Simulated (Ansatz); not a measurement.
# InSe: a relaxation, part 2 of 2

The task: find the equilibrium cell of InSe, and whether it has a gap.

Ansatz 0.2.0; DFT PBE+D3(BJ), scalar-relativistic, plane waves, PAW. Earlier steps stand in the parts before.

## 3. Relaxing cell and atoms

The COD entry's cell or inner coordinates are ideal or old and differ from later refinements, so a difference from it is no clean test against experiment.

Contents of input.yaml:

```yaml
crystal:
  lattice:
    - [2.0, 1.1547005384, 8.44]
    - [-2.0, 1.1547005384, 8.44]
    - [0.0, -2.3094010768, 8.44]
  atoms:
    - { symbol: In, position: [0.0, 0.0, 0.0] }
    - { symbol: In, position: [0.1114, 0.1114, 0.1114] }
    - { symbol: Se, position: [0.6165, 0.6165, 0.6165] }
    - { symbol: Se, position: [0.8281, 0.8281, 0.8281] }
basis:
  ecutwfc: 420
kpoints:
  mp_grid: { grid: [12, 12, 12] }
hamiltonian:
  xc: pbe
  dispersion: d3bj
scf:
  occupations: { method: gaussian, width: 0.02 }
output:
  forces: true
  stress: true
  eigenvalues: true
relax:
  adjacent_minimum: "off"
  f_tol: 0.005
  max_steps: 80
  cell: { stress_tol: 0.05 }
```

On the command line:

```console
$ ansatz run input.yaml --threads 8 --pin off --max-ram 22528MiB --backend cpu --events-out ev --progress --plain --runs-dir out
```

What it wrote:

```text
Warning: RAYON_NUM_THREADS=8 ignored (pool sized by the plan → 8); use --threads N
basis.fft_grid_basis auto: the FFT boxes are laid along the combinations [[1, 0, -1], [0, 1, -1], [0, 0, 1]] of the cell's own vectors, 4.000, 4.000 and 8.750 Å long. The dense box has 27×27×60 points. Along the cell's own vectors, as sized, it would have 60×60×60, 4.94 times as many. Of the 6 symmetry operations that the crystal satisfies within crystal.symmetry.tolerance (time reversal apart; of a slab, those that keep its plane) the dense box along the cell's own vectors carries 6, and the one as laid loses 4 of those. basis.fft_grid_basis: typed keeps the cell's own vectors: state it where this run's energies or levels are differenced outside the engine with another run's, or held beside a run that keeps those vectors.
Engine: ansatz 0.2.0, x86_64-unknown-linux-gnu
Pseudopotentials: kind: paw
Pseudopotential: In, paw, valence charge 13, recommended cutoff 420 eV (normal), In.paw.azcp
Pseudopotential: Se, paw, valence charge 16, recommended cutoff 420 eV (normal), Se.paw.azcp
Functional definition: PBE
  parameter kappa = 0.804
  parameter beta = 0.06672455060314922
  exchange = pbe_x(kappa = kappa, mu = beta*pi^2/3)
  correlation = pbe_c(beta = beta)
Crystal: 4 atoms, lattice volume = 116.948 Å³
Basis set: ecut = 420 eV, 2309 PW (Γ), FFT grids on a1−a3, a2−a3, a3, exchange–correlation on 54×54×120 points (8 copies of the dense FFT grid, shifted against one another)
Bands: 35, of which v1, the nominal top of the filled ones, is band 29 counted from 1 (28 counted from 0)
Symmetry: 6 space group operations
Space group: R3m (ITA 160), of the structure as read, at distance tolerance 4.9e-5 Å
k-points: 189 of 1728 (time reversal used)
Non-local potential: In, projectors of the file, l = 0: 2, l = 1: 2, l = 2: 2, l = 3: 2
Non-local potential: Se, projectors of the file, l = 0: 2, l = 1: 2, l = 2: 3, l = 3: 1
PAW form: soft (Blöchl's): semilocal exchange-correlation on the pseudo side does not see the compensation charge
PAW one-centre angular grid: In, 590 points (default); XC on 64 Gauss nodes
PAW one-centre angular grid: Se, 590 points (default); XC on 64 Gauss nodes
Initial density: superposition of atomic densities (neutral atoms: chi_scale 0, normalization atom), corrected by the library's trained network
Initial wavefunctions: pseudopotential atomic-orbital guess
Functional: x = pbe(κ = 0.804, μ = 0.2195149727645171), c = pbe(β = 0.06672455060314922)
SCF iter   1: F=—  HF=-22137.070078 eV  |F-HF|=—  |Δ(HF+E_count)|=         —  Δρ=1.74e-3  dr2=1.08e-2  ethr=1.77e-3  ⟨swp⟩=7.0  Hψ=27523  notcnv=0
preconditioner: auto → Resta (q_TF=auto, 2.427 Å⁻¹)  ε∞=3.3  [insulator: Δε(μ)=0.436 eV  Ē_g=13.994 eV  σ=0.020 eV  W_gap=1.00  n_scr=30 (ndim 8)  ℏωp=21.2 eV  f_vac=0.086  D(μ)=0.00/eV (n_scr^D=0)  ε∞_Penn≈3.3]
SCF iter   2: F=—  HF=-22137.065827 eV  |F-HF|=—  |Δ(HF+E_count)|=   4.25e-3  Δρ=7.94e-4  dr2=6.33e-4  ethr=1.87e-5  ⟨swp⟩=2.3  Hψ=12620  notcnv=0  defer=224
SCF iter   3: F=—  HF=-22137.065845 eV  |F-HF|=—  |Δ(HF+E_count)|=   1.81e-5  Δρ=3.89e-4  dr2=1.65e-4  ethr=1.09e-6  ⟨swp⟩=2.0  Hψ=9756  notcnv=0  defer=224
SCF iter   4: F=—  HF=-22137.065939 eV  |F-HF|=—  |Δ(HF+E_count)|=   9.41e-5  Δρ=1.04e-4  dr2=1.51e-5  ethr=2.84e-7  ⟨swp⟩=2.3  Hψ=8620  notcnv=0  defer=224
SCF iter   5: F=—  HF=-22137.065940 eV  |F-HF|=—  |Δ(HF+E_count)|=   7.69e-7  Δρ=2.62e-5  dr2=1.68e-6  ethr=2.60e-8  ⟨swp⟩=2.0  Hψ=11872  notcnv=0  defer=224
SCF iter   6: F=—  HF=-22137.065941 eV  |F-HF|=—  |Δ(HF+E_count)|=   1.07e-6  Δρ=8.99e-6  dr2=1.32e-7  ethr=2.90e-9  ⟨swp⟩=2.0  Hψ=11872  notcnv=0  defer=224
SCF iter   7: F=-22137.065941 eV  HF=-22137.065941 eV  |F-HF|=6.43e-9  |Δ(HF+E_count)|=   2.10e-7  Δρ=2.00e-6  dr2=5.48e-9  ethr=1.72e-10  ⟨swp⟩=8.3  Hψ=24703  notcnv=0
SCF 1 converged in 7 iterations: F = -22137.065941 eV  dr2 = 5.48e-9
relax step   1: F+E_penalty+E_count = -22137.06594116 eV  Δ(F+E_penalty+E_count) = +0.000e0 eV  max|allowed force component| = 3.714e-1 eV/Å  Δτ_max = 0.0000 Å  P = +0.965 GPa  Ω = 116.948 Å³  (7 SCF iters, dr2 threshold 1.00e-7 eV, accepted)
Crystal: 4 atoms, lattice volume = 116.999 Å³
Basis set: ecut = 420 eV, 2295 PW (Γ), FFT grids on a1−a3, a2−a3, a3, exchange–correlation on 54×54×120 points (8 copies of the dense FFT grid, shifted against one another)
Initial density: handed on by an earlier stage of this run
Initial wavefunctions: those handed on with the density
iter 1 solved again at ethr=5.37e-5 eV; its pass at ethr=3.10e-3 eV (dr2=3.11e-2 eV) is discarded
SCF iter   1: F=—  HF=-22137.066128 eV  |F-HF|=—  |Δ(HF+E_count)|=         —  Δρ=4.82e-3  dr2=3.31e-2  ethr=5.37e-5  ⟨swp⟩=2.1  Hψ=36782  notcnv=0
preconditioner: auto → Resta (q_TF=auto, 2.427 Å⁻¹)  ε∞=3.3  [insulator: Δε(μ)=0.420 eV  Ē_g=13.880 eV  σ=0.020 eV  W_gap=1.00  n_scr=30 (ndim 8)  ℏωp=21.2 eV  f_vac=0.070  D(μ)=0.00/eV (n_scr^D=0)  ε∞_Penn≈3.3]
SCF iter   2: F=—  HF=-22137.057589 eV  |F-HF|=—  |Δ(HF+E_count)|=   8.54e-3  Δρ=1.85e-3  dr2=3.27e-3  ethr=5.37e-5  ⟨swp⟩=4.0  Hψ=13424  notcnv=0  defer=1
SCF iter   3: F=—  HF=-22137.056821 eV  |F-HF|=—  |Δ(HF+E_count)|=   7.67e-4  Δρ=7.41e-4  dr2=6.15e-4  ethr=5.63e-6  ⟨swp⟩=3.0  Hψ=13111  notcnv=0  defer=1
SCF iter   4: F=—  HF=-22137.056838 eV  |F-HF|=—  |Δ(HF+E_count)|=   1.69e-5  Δρ=1.78e-4  dr2=5.73e-5  ethr=1.06e-6  ⟨swp⟩=2.0  Hψ=12902  notcnv=0  defer=1
SCF iter   5: F=—  HF=-22137.056846 eV  |F-HF|=—  |Δ(HF+E_count)|=   7.95e-6  Δρ=6.21e-5  dr2=6.57e-6  ethr=9.88e-8  ⟨swp⟩=2.0  Hψ=12094  notcnv=0  defer=1
SCF iter   6: F=—  HF=-22137.056848 eV  |F-HF|=—  |Δ(HF+E_count)|=   1.55e-6  Δρ=2.04e-5  dr2=7.70e-7  ethr=1.13e-8  ⟨swp⟩=2.0  Hψ=12094  notcnv=0  defer=1
SCF iter   7: F=-22137.056849 eV  HF=-22137.056849 eV  |F-HF|=1.80e-8  |Δ(HF+E_count)|=   9.53e-7  Δρ=6.77e-6  dr2=4.90e-8  ethr=6.90e-10  ⟨swp⟩=5.6  Hψ=28492  notcnv=0
SCF 2 converged in 7 iterations: F = -22137.056849 eV  dr2 = 4.90e-8
relax step   2: F+E_penalty+E_count = -22137.05684879 eV  Δ(F+E_penalty+E_count) = +9.092e-3 eV  max|allowed force component| = 6.577e-1 eV/Å  Δτ_max = 0.0647 Å  P = -0.526 GPa  Ω = 116.999 Å³  energy of the carried Pulay correction = -9.616e-6 eV  (7 SCF iters, dr2 threshold 4.00e-7 eV, rejected (line search))
Crystal: 4 atoms, lattice volume = 117.648 Å³
Basis set: ecut = 420 eV, 2307 PW (Γ), FFT grids on a1−a3, a2−a3, a3, exchange–correlation on 54×54×120 points (8 copies of the dense FFT grid, shifted against one another)
iter 1 solved again at ethr=3.21e-5 eV; its pass at ethr=3.10e-3 eV (dr2=1.86e-2 eV) is discarded
SCF iter   1: F=—  HF=-22137.087029 eV  |F-HF|=—  |Δ(HF+E_count)|=         —  Δρ=3.12e-3  dr2=1.83e-2  ethr=3.21e-5  ⟨swp⟩=2.1  Hψ=31269  notcnv=0
preconditioner: auto → Resta (q_TF=auto, 2.425 Å⁻¹)  ε∞=3.3  [insulator: Δε(μ)=0.400 eV  Ē_g=13.912 eV  σ=0.020 eV  W_gap=1.00  n_scr=30 (ndim 8)  ℏωp=21.1 eV  f_vac=0.081  D(μ)=0.00/eV (n_scr^D=0)  ε∞_Penn≈3.3]
SCF iter   2: F=—  HF=-22137.082614 eV  |F-HF|=—  |Δ(HF+E_count)|=   4.41e-3  Δρ=1.06e-3  dr2=1.10e-3  ethr=3.16e-5  ⟨swp⟩=3.4  Hψ=11737  notcnv=0
SCF iter   3: F=—  HF=-22137.082350 eV  |F-HF|=—  |Δ(HF+E_count)|=   2.64e-4  Δρ=4.54e-4  dr2=2.45e-4  ethr=1.90e-6  ⟨swp⟩=3.0  Hψ=12890  notcnv=0
SCF iter   4: F=—  HF=-22137.082340 eV  |F-HF|=—  |Δ(HF+E_count)|=   1.00e-5  Δρ=1.08e-4  dr2=2.29e-5  ethr=4.22e-7  ⟨swp⟩=2.0  Hψ=11843  notcnv=0
SCF iter   5: F=—  HF=-22137.082335 eV  |F-HF|=—  |Δ(HF+E_count)|=   5.53e-6  Δρ=4.07e-5  dr2=2.78e-6  ethr=3.95e-8  ⟨swp⟩=2.0  Hψ=12096  notcnv=0
SCF iter   6: F=—  HF=-22137.082336 eV  |F-HF|=—  |Δ(HF+E_count)|=   1.52e-6  Δρ=1.29e-5  dr2=2.87e-7  ethr=4.79e-9  ⟨swp⟩=2.0  Hψ=12096  notcnv=0
SCF iter   7: F=—  HF=-22137.082336 eV  |F-HF|=—  |Δ(HF+E_count)|=   3.59e-7  Δρ=4.75e-6  dr2=2.32e-8  ethr=4.95e-10  ⟨swp⟩=3.0  Hψ=12036  notcnv=0
SCF iter   8: F=—  HF=-22137.082336 eV  |F-HF|=—  |Δ(HF+E_count)|=   1.98e-8  Δρ=1.01e-6  dr2=1.46e-9  ethr=4.00e-11  ⟨swp⟩=2.0  Hψ=10250  notcnv=0
SCF iter   9: F=—  HF=-22137.082336 eV  |F-HF|=—  |Δ(HF+E_count)|=   3.04e-9  Δρ=2.94e-7  dr2=1.38e-10  ethr=2.52e-12  ⟨swp⟩=2.0  Hψ=12096  notcnv=0
SCF iter  10: F=—  HF=-22137.082336 eV  |F-HF|=—  |Δ(HF+E_count)|=  1.93e-10  Δρ=1.40e-7  dr2=4.35e-11  ethr=1.00e-12  ⟨swp⟩=5.0  Hψ=24558  notcnv=0
SCF iter  11: F=-22137.082336 eV  HF=-22137.082336 eV  |F-HF|=7.28e-12  |Δ(HF+E_count)|=  1.09e-11  Δρ=4.36e-8  dr2=2.99e-12  ethr=1.00e-12  ⟨swp⟩=4.0  Hψ=23820  notcnv=0
the search or the solves at the SCF's close seem to have found levels that the self-consistency loop had missed (the run counts 1). By its estimate they hold under 1e-12 electrons; where the run keeps them, the occupations were computed again with them
SCF 3 converged in 11 iterations: F = -22137.082336 eV  dr2 = 2.99e-12
relax step   3: F+E_penalty+E_count = -22137.08233646 eV  Δ(F+E_penalty+E_count) = -1.640e-2 eV  max|allowed force component| = 3.297e-3 eV/Å  Δτ_max = 0.0315 Å  P = -0.014 GPa  Ω = 117.648 Å³  energy of the carried Pulay correction = -1.309e-4 eV  (11 SCF iters, accepted)
[... 10 lines left out ...]
relax step   4: F+E_penalty+E_count = -22137.08322289 eV  Δ(F+E_penalty+E_count) = -8.864e-4 eV  max|allowed force component| = 1.418e-2 eV/Å  Δτ_max = 0.0141 Å  P = -0.016 GPa  Ω = 117.188 Å³  energy of the carried Pulay correction = -4.495e-5 eV  (6 SCF iters, dr2 threshold 1.26e-7 eV, accepted)
[... 10 lines left out ...]
relax step   5: F+E_penalty+E_count = -22137.08330318 eV  Δ(F+E_penalty+E_count) = -8.029e-5 eV  max|allowed force component| = 6.872e-3 eV/Å  Δτ_max = 0.0023 Å  P = -0.011 GPa  Ω = 117.303 Å³  energy of the carried Pulay correction = -6.651e-5 eV  (6 SCF iters, dr2 threshold 3.19e-8 eV, accepted)
[... 11 lines left out ...]
relax step   6: F+E_penalty+E_count = -22137.08335297 eV  Δ(F+E_penalty+E_count) = -4.979e-5 eV  max|allowed force component| = 2.793e-4 eV/Å  Δτ_max = 0.0024 Å  P = -0.000 GPa  Ω = 117.183 Å³  energy of the carried Pulay correction = -4.404e-5 eV  (6 SCF iters, dr2 threshold 2.95e-9 eV, accepted)
Initial wavefunctions: pseudopotential atomic-orbital guess (no wavefunctions were taken with the density)
iter 1 solved again at ethr=3.60e-7 eV; its pass at ethr=3.10e-3 eV (dr2=2.09e-4 eV) is discarded
SCF iter   1: F=—  HF=-22137.080524 eV  |F-HF|=—  |Δ(HF+E_count)|=         —  Δρ=2.74e-4  dr2=2.20e-6  ethr=3.60e-7  ⟨swp⟩=3.0  Hψ=41048  notcnv=0
preconditioner: auto → Resta (q_TF=auto, 2.427 Å⁻¹)  ε∞=3.3  [insulator: Δε(μ)=0.298 eV  Ē_g=13.914 eV  σ=0.020 eV  W_gap=1.00  n_scr=30 (ndim 8)  ℏωp=21.1 eV  f_vac=0.078  D(μ)=0.00/eV (n_scr^D=0)  ε∞_Penn≈3.3]
SCF iter   2: F=—  HF=-22137.082633 eV  |F-HF|=—  |Δ(HF+E_count)|=   2.11e-3  Δρ=1.38e-4  dr2=4.98e-7  ethr=3.80e-9  ⟨swp⟩=2.4  Hψ=10161  notcnv=0
SCF iter   3: F=—  HF=-22137.083392 eV  |F-HF|=—  |Δ(HF+E_count)|=   7.58e-4  Δρ=1.39e-5  dr2=3.50e-8  ethr=8.58e-10  ⟨swp⟩=3.0  Hψ=10770  notcnv=0
SCF iter   4: F=—  HF=-22137.083399 eV  |F-HF|=—  |Δ(HF+E_count)|=   7.06e-6  Δρ=2.92e-6  dr2=6.41e-9  ethr=6.03e-11  ⟨swp⟩=2.0  Hψ=12096  notcnv=0
SCF iter   5: F=—  HF=-22137.083399 eV  |F-HF|=—  |Δ(HF+E_count)|=   2.26e-7  Δρ=1.26e-6  dr2=1.73e-9  ethr=1.11e-11  ⟨swp⟩=2.0  Hψ=8160  notcnv=0
SCF iter   6: F=—  HF=-22137.083399 eV  |F-HF|=—  |Δ(HF+E_count)|=   3.91e-8  Δρ=4.31e-7  dr2=3.91e-10  ethr=2.98e-12  ⟨swp⟩=2.9  Hψ=10876  notcnv=0
SCF iter   7: F=—  HF=-22137.083399 eV  |F-HF|=—  |Δ(HF+E_count)|=   1.86e-9  Δρ=1.43e-7  dr2=5.14e-11  ethr=1.00e-12  ⟨swp⟩=2.0  Hψ=8151  notcnv=0
SCF iter   8: F=-22137.083399 eV  HF=-22137.083399 eV  |F-HF|=1.82e-11  |Δ(HF+E_count)|=  6.91e-11  Δρ=3.35e-8  dr2=2.40e-12  ethr=1.00e-12  ⟨swp⟩=4.0  Hψ=19908  notcnv=0
SCF 7 converged in 8 iterations: F = -22137.083399 eV  dr2 = 2.40e-12
relax step   7: F+E_penalty+E_count = -22137.08339896 eV  Δ(F+E_penalty+E_count) = -4.599e-5 eV  max|allowed force component| = 2.739e-4 eV/Å  Δτ_max = 0.0000 Å  P = -0.001 GPa  Ω = 117.183 Å³  stress off target by 2.02e-3 GPa  SCF on the basis re-selected at this cell (its energy is not comparable with the rows above)  (8 SCF iters)
basis re-selected at this cell: Δ(F+E_penalty+E_count) = -4.599e-5 eV, ΔP = -0.001 GPa vs the last step (what re-selecting the basis moved, of the pressure what is left beyond the Pulay correction that the steps carried, after the strain that the cell walked since its last selection, with what the two solves' SCF thresholds leave and, on support functions, any second-order correction that the steps lacked; it is no measure of the basis error at this ecutwfc). This SCF's stress stands 2.02e-3 GPa from its target on what of the cell is left free (relax.cell.stress_tol is 5.00e-2 GPa) and its largest allowed force component is 2.74e-4 eV/Å (relax.f_tol is 5.00e-3 eV/Å): within both
SCF converged after 8 iterations
Free energy (F): -22137.083399 eV
Harris-Foulkes:  -22137.083399 eV  (|F-HF|=1.82e-11)
Internal energy: -22137.083399 eV  (E = F + TS)
E sigma→0 (E₀):  -22137.083399 eV
Fermi energy:    7.458451 eV
--- Per-component energies (eV) ---
  E_band       = -912.667015
  E_kinetic    = 722.367216
  E_local      = -7874.537336  (includes V_loc(G=0)·N_el)
  E_nonlocal   = -457.053273
  E_hartree    = 3630.076766
  E_xc         = -638.642082
  E_vxc        = -394.388709  (∫ρ·V_xc dr)
  E_paw        = -12132.683526  (= ΣΔE_a)
  E_vpaw       = -169.207379  (= ΣTr[D̂ρ^β])
  E_aug_tail   = -0.001157  (compensation charges beyond the density's cutoff)
  E_ewald      = -5385.410956
  E_disp       = -1.199050  (pairwise vdW)
  E_smearing   = -0.000000  (= −TS)
  E_closure    = -0.000000  (closes the sum)
  Σ components = -22137.083399   (vs F -22137.083399, Δ=0.00e0)
--- Forces (eV/Å), atoms counted from 1 ---
  atom   1  In    -0.00000000     0.00000000    -0.00026097
  atom   2  In     0.00000000     0.00000000     0.00027395
  atom   3  Se     0.00000000    -0.00000000    -0.00021974
  atom   4  Se     0.00000000    -0.00000000     0.00020679
  max |Σ_I F_I| component: 2.41e-8 eV/Å
--- Stress (GPa, compression-positive) ---
       -0.002021       0.000000       0.000000
        0.000000      -0.002021      -0.000000
        0.000000      -0.000000       0.000072
  P = ⅓ Tr σ = -0.0013 GPa (-0.013 kbar)
--- Band table (eV; the first three rows and the last of 189) ---
  k-point 0: bands = ["-40.1864", "-40.1864", "-40.1815", "-40.1815", "-40.1587", "-40.1587", "-40.1554", "-40.1554", "-40.1485", "-40.1457", "-7.5331", "-7.3456", "-7.3456", "-7.2614", "-7.2614", "-7.2544", "-7.2544", "-7.0788", "-7.0788", "-7.0495", "-6.2244", "-5.7629", "0.9499", "3.9018", "5.7128", "5.9250", "5.9250", "6.0661", "6.0661", "9.0015", "9.3224", "11.5521", "11.5521", "12.4056", "12.6902"]
  k-point 1: bands = ["-40.1864", "-40.1864", "-40.1815", "-40.1815", "-40.1587", "-40.1587", "-40.1555", "-40.1554", "-40.1485", "-40.1457", "-7.5327", "-7.3719", "-7.3446", "-7.2869", "-7.2567", "-7.2563", "-7.2510", "-7.0981", "-7.0794", "-7.0230", "-6.1487", "-5.7017", "1.0018", "3.7605", "5.3394", "5.7705", "5.8336", "5.9961", "6.1171", "9.1496", "9.6977", "11.1492", "11.6190", "12.3164", "12.6071"]
  k-point 2: bands = ["-40.1864", "-40.1863", "-40.1815", "-40.1814", "-40.1587", "-40.1587", "-40.1555", "-40.1554", "-40.1484", "-40.1457", "-7.5358", "-7.4282", "-7.3488", "-7.3428", "-7.2613", "-7.2437", "-7.2407", "-7.1158", "-7.0810", "-6.9887", "-5.9461", "-5.5348", "1.1357", "3.3570", "4.5547", "5.5170", "5.6124", "5.8042", "6.2299", "9.3348", "9.9496", "10.8989", "11.7682", "11.7985", "13.0098"]
  k-point 188: bands = ["-40.1864", "-40.1864", "-40.1815", "-40.1815", "-40.1587", "-40.1587", "-40.1554", "-40.1554", "-40.1485", "-40.1457", "-7.5333", "-7.3459", "-7.3459", "-7.2612", "-7.2612", "-7.2545", "-7.2545", "-7.0787", "-7.0787", "-7.0570", "-6.0953", "-5.9039", "1.3247", "2.9544", "5.8555", "5.8555", "6.1442", "6.1442", "7.3097", "7.6072", "9.4029", "11.4534", "11.4534", "12.8401", "12.8401"]
--- Relaxed structure (6 steps of the walk, 5 accepted, 1 SCFs on fresh bases) ---
  F+E_penalty+E_count = -22137.08339896 eV   max|allowed force component| = 2.739e-4 eV/Å   (the final SCF, on the basis selected at the relaxed cell)
  cell:  # Å, volume = 117.1827 Å³
    - [2.018488725270008, 1.1653750088908648, 8.302717269448712]
    - [-2.018488725270008, 1.1653750088908648, 8.302717269448712]
    - [-5.2277414833096866e-34, -2.3307500177817277, 8.302717269448712]
  atoms:
    - { symbol: In, position: [-0.0003856653289703822, -0.0003856653289703822, -0.00038566532897038255] }
    - { symbol: In, position: [0.11175873517117539, 0.11175873517117539, 0.11175873517117536] }
    - { symbol: Se, position: [0.614724252860105, 0.614724252860105, 0.614724252860105] }
    - { symbol: Se, position: [0.8299026772976899, 0.8299026772976899, 0.82990267729769] }
```

Run time: 56 s. Hardware: 8 threads of Intel Xeon Platinum 8375C at 2.90GHz (Ice Lake), shared host; peak memory 1 GiB.

Relaxation path:

| step | energy from step 1 (eV/cell) | largest force component (eV/Å) | pressure (GPa) | volume (Å³) |
| --- | --- | --- | --- | --- |
| 1 | 0.0000 | 0.3714 | 0.96 | 116.95 |
| 2 | 0.0091 | 0.6577 | -0.53 | 117.00 |
| 3 | -0.0164 | 0.0033 | -0.01 | 117.65 |
| 4 | -0.0173 | 0.0142 | -0.02 | 117.19 |
| 5 | -0.0174 | 0.0069 | -0.01 | 117.30 |
| 6 | -0.0174 | 0.0003 | 0.00 | 117.18 |
| 7 | -0.0175 | 0.0003 | 0.00 | 117.18 |

Step 1 is the start. Step 7 repeats the geometry before it on a plane-wave basis chosen anew for that cell, so its energy need not be comparable with the rows above. Step 2 was tried and not accepted.

Lengths and angles in the start's conventional setting:

|  | before | after | change |
| --- | --- | --- | --- |
| a (Å) | 4.000 | 4.037 | +0.9 % |
| b (Å) | 4.000 | 4.037 | +0.9 % |
| c (Å) | 25.320 | 24.908 | -1.6 % |
| volume (Å³/atom) | 29.24 | 29.30 | +0.2 % |
| shortest distance (Å) | 2.634 | 2.660 | +1.0 % |
| space group (0.01 Å) | R3m | R3m | same |

Forces and stress were held to the start's 6 operations: a distortion of lower symmetry was not tested.

## 4. Results

This closing draws on all 2 parts.

| quantity | value |
| --- | --- |
| relaxed cell (conventional) | a = 4.037 Å, b = 4.037 Å, c = 24.908 Å, α = 90.00°, β = 90.00°, γ = 120.00° |
| space group (0.01 Å) | R3m (No. 160) |
| volume | 29.30 Å³/atom |
| energy, smearing taken to zero | -5534.2708 eV/atom |
| gap on the mesh | 0.30 eV |
| remaining pressure | 0.00 GPa |

**Reading.** Relaxation left the volume within 0.5 % of the start. Measured lattice constant a of InSe: 4.002 Å (“High Broad‐Band Photoresponsivity of Mechanically Formed InSe–Graphene van der Waals Heterostructures”, 2015, pmc:4768130). This calculation gives 4.037 Å (+0.9 %). Measured lattice constant c of InSe: 24.961 Å (“High Broad‐Band Photoresponsivity of Mechanically Formed InSe–Graphene van der Waals Heterostructures”, 2015, pmc:4768130). This calculation gives 24.908 Å (-0.2 %). That is the cell relaxed with PBE+D3(BJ), without thermal expansion or zero-point motion. The mesh shows a gap of 0.30 eV. 

The gaps are Kohn-Sham values of a semilocal functional, not quasiparticle or optical gaps. Such gaps usually fall short of the measured ones.
